## How a stretched semiconductor loses its gap

Ansatz 0.2.0, scalar-relativistic PBE without spin polarization, PAW and plane waves up to 420 eV, for zinc-blende GaSb at fixed cell and atoms. The k mesh is 12×12×12, with Gaussian smearing of 0.1 eV. The band gap is the Kohn-Sham gap on this mesh, counted as zero where a band crosses the Fermi level or the gap is under half the smearing width.

```
volume (Å³/atom)  shortest distance (Å)  band gap (eV)
          25.524                  2.550          0.662
          26.219                  2.573          0.600
          27.140                  2.603          0.420
          27.793                  2.623          0.246
          28.095                  2.633          0.168
          28.397                  2.642          0.091
          28.959                  2.659          0.000
          29.648                  2.680          0.000
          30.264                  2.699          0.000
          30.891                  2.717          0.000
          31.790                  2.743          0.000
          32.990                  2.778          0.000
```

The table follows gallium antimonide as its cubic crystal is stretched evenly in all directions. The volume per atom grows, the shortest Ga–Sb distance grows with it, and the band gap shrinks. It does so in three stretches: slowly over the first step, about three times as fast once the volume has passed 27 Å³ per atom, and not at all from 28.959 onward, where it is zero in every row. A single smooth cause lies behind all three, but the gap records it only in part.

### Two candidates for the lowest empty state

A band gap is the distance from the highest filled state to the lowest empty one, and these two need not have the same wave vector. In all the open rows the highest filled state lies at Γ, the centre of the Brillouin zone, where the wave vector is zero. The lowest empty state lies at L, on the zone's surface, in the two most compressed rows, and at Γ in the other four. The gap is therefore indirect at first and direct later. These states are read on a mesh of wave vectors that includes Γ and L, so a slightly lower state between the sampled points could be missed. In the last two open rows the gap is comparable with the smearing, but the very small entropy term shows that hardly any electrons are moved across it.

This explains the slow start. The direct gap at Γ was already falling fast there, from 0.884 to 0.679 eV over the first step, but it was not yet the smallest gap. The table shows the distance to L instead, which fell only from 0.662 to 0.600 eV. The two candidates change places near 26.6 Å³ per atom, so the second step is part slow and part fast. That volume is approximate, because the line for L rests on two rows.

In the calculation both of these rows are under more than 8 GPa. That pressure should not be carried over to real GaSb, where the L state is expected to lie only slightly above the one at Γ. The same change of valley should therefore come at a much lower pressure, with the zinc-blende structure still intact.

### Why the gap at Γ falls

Consider first the limit of atoms far apart. Each level then has its atomic energy, and in both Ga and Sb the outer s level lies several electronvolts below the outer p level. Even the higher of the two s levels, that of Ga, lies below the lower of the two p levels, that of Sb. A crystal expanded far enough must approach this order.

Now bring the atoms together. Neighbouring orbitals couple, and each pair of levels splits into a bonding state that goes down and an antibonding state that goes up. At Γ the lowest empty state of a normal zinc-blende semiconductor is the antibonding s state, and the highest filled state is the bonding p level. Coupling pushes the first up and the second down until s lies above p, against the atomic order. The gap at Γ is what remains after coupling has overcome the atomic difference.

Expansion weakens the coupling and leaves the atomic difference nearly as it was. The antibonding s state sinks towards the p level, and at some volume the two must meet. Because the gap is a small remainder of two large contributions, a modest change in volume is enough to remove it. The state at L moves less, and theory gives two reasons. The couplings of an s orbital to its four neighbours all add up at Γ but partly cancel at L, and symmetry lets s and p orbitals mix there, so that the state is no longer a pure antibonding s state. This part of the picture is standard theory; the calculation printed no orbital characters to confirm it.

### Why zero stays zero

If two levels merely crossed, they would touch at one volume and separate again. The table instead has six gapless rows. They are not small gaps hidden by the smearing, since the highest filled and lowest empty bands in them agree to better than $10^{-10}$ eV. Agreement this close, repeated at six volumes, points to a degeneracy imposed by symmetry.

Counting electrons shows where it comes from. The p level at Γ is threefold in a cubic crystal. Before the crossing, three electron pairs fill it completely, and the next state up is the empty s state, at a finite distance. After the crossing the s state lies lower and takes one of the pairs. Two pairs are left for three p states of equal energy, so the highest filled and the lowest empty state belong to the same level.

Further expansion pushes the s state deeper but cannot split the p level while the crystal remains cubic. The gap then stays zero for as long as s lies below p, and the column no longer registers a change that is still going on. The exact touching is what the numbers show; that s has dropped below p is the explanation that theory gives for it.

### A model with one moving part

The couplings that matter at Γ, of s orbitals with neighbouring s orbitals and of p with p, fall roughly as $1/d^2$, where $d$ is the shortest distance. For even stretching $d$ grows as the cube root of the volume per atom $V$, so the couplings scale as $V^{-2/3}$. With a fixed atomic difference, the height $E_\Gamma$ of the s state above the p level is

$$E_\Gamma(V) = E_0 + C\left[\left(\frac{V_0}{V}\right)^{2/3} - 1\right].$$

Here $V_0 = 28.397$ Å³ is the volume of the last open row and $E_0$ is the separation there. A fit to the four rows with a direct gap gives $E_0 = 0.091$ eV and $C = 10.74$ eV.

The most compressed row was not part of the fit and can serve as a test. Its volume is 25.524 Å³, so the bracket is $(28.397/25.524)^{2/3} - 1 = 0.0737$. The model gives $0.091 + 10.74 \times 0.0737 = 0.883$ eV, against a computed direct gap of 0.884 eV.

In the other direction, $E_\Gamma$ reaches zero at 28.76 Å³, between the last open row and the first gapless one, as it should. Beyond that point the formula gives negative values, which measure how far s lies below p and not a gap. They remain untested, because the position of the sunken s state was not printed.

A simpler rule, a fixed loss of gap for each per cent of volume, also comes close: it misses the same compressed row by 0.02 eV. The computed loss does weaken slightly on expansion, as fading couplings require, but this agreement does not prove the mechanism. Nor should $C$ be read as a measured coupling energy, since not every part of the real separation scales as $1/d^2$.

For quick estimates the slope is the useful quantity. Near $V_0$ it is $\tfrac{2}{3}C \approx 7.2$ eV per unit of relative volume change, or about 0.07 eV for each per cent. A neighbouring case can be judged in the same way: find which valley is lowest, and if it is the one at Γ, divide the remaining gap by that compound's own slope, which two volumes are enough to estimate, to see how much expansion closes it. For the last open row, $0.091/7.2$ gives 1.3 per cent.

### What carries over to real GaSb

The calculated pressure vanishes near 30.0 Å³ per atom, well inside the gapless range. Left to choose its own volume, PBE thus describes GaSb as a material without a gap, and about 2 GPa is needed to open one. The real crystal is a semiconductor with a gap of roughly 0.8 eV at roughly 28 Å³ per atom (recalled values). At that volume the table puts the gap between 0.1 and 0.2 eV. Most of the failure is therefore PBE's well-known underestimate of gaps, and its overlarge volume removes what is left.

Spin-orbit coupling, which the calculation leaves out, would not repair this. It splits the p level by roughly 0.8 eV in GaSb and raises its top by a third of that, which narrows the gap. The closing point would move down to about 27.7 Å³, so the last two open rows would lose their gaps and the row at 27.793 would be marginal. The gapless rows would stay gapless, because the upper part of the split p level is still degenerate in a cubic crystal and would be only half filled.

The slope fares better than the gap itself. The measured value is roughly 8 eV (again recalled), close to the computed one, as expected if the change with volume depends mainly on how the couplings fade and less on where PBE places the levels. In a GaSb transistor channel or infrared detector, the part of the strain that changes the volume by one per cent would accordingly shift the gap by nearly a tenth of its real size. The table supports that kind of estimate, but not a prediction of the gap or of the volume at which it closes.

The printed output below gives the fit, the two candidate gaps and the closing volumes.

Printed output of the fit:

```
fit of direct on 4 rows (fitted): constant 0.091 +/- 5.5e-05, coefficient of squeeze 10.74 +/- 0.0032; rms 5.12e-05, worst 27.793 8.52e-05, leave-one-out rms 0.000149
  rows outside the fit (model, value, miss): 25.524 0.8826, 0.8841, -0.00152; 26.219 0.6779, 0.679, -0.00108; 28.959 -0.04841, 0, -0.0484; 29.648 -0.2133, 0, -0.213; 30.264 -0.3554, 0, -0.355; 30.891 -0.4952, 0, -0.495; 31.79 -0.6875, 0, -0.688; 32.99 -0.9306, 0, -0.931
Gap and its two candidates in eV:
     row  computed gap  Gamma separation model  Gamma to L line  model gap
  25.524         0.662                  0.8826            0.662      0.662
  26.219           0.6                  0.6779              0.6        0.6
   27.14          0.42                  0.4201           0.5203     0.4201
  27.793         0.246                  0.2461           0.4655     0.2461
  28.095         0.168                  0.1678           0.4405     0.1678
  28.397         0.091                   0.091           0.4158      0.091
  28.959             0                -0.04841           0.3706          0
  29.648             0                 -0.2133           0.3163          0
  30.264             0                 -0.3554           0.2689          0
  30.891             0                 -0.4952           0.2216          0
   31.79             0                 -0.6875           0.1554          0
   32.99             0                 -0.9306          0.06985          0
Change of gap in first step in eV per cubic angstrom per atom: -0.08921
Steepest change of gap among open rows in eV per cubic angstrom per atom: -0.2665
Direct gap deformation potential in eV, strongest step: -7.636
Direct gap deformation potential in eV, weakest step: -7.183
Gamma to L gap deformation potential in eV, two rows: -2.308
Volume of change from L to Gamma in cubic angstrom per atom: 26.62
Volume where the model separation vanishes in cubic angstrom per atom: 28.76
Pressure at that volume in GPa: 2.08
Miss of constant deformation potential for direct gap of most compressed row in eV: -0.01765
PBE volume at zero pressure in cubic angstrom per atom: 30
Model separation at that volume in eV: -0.2948
Largest distance of touching bands in gapless rows in eV: 7.343e-11
Rough closing volume with spin-orbit coupling in cubic angstrom per atom: 27.71
```
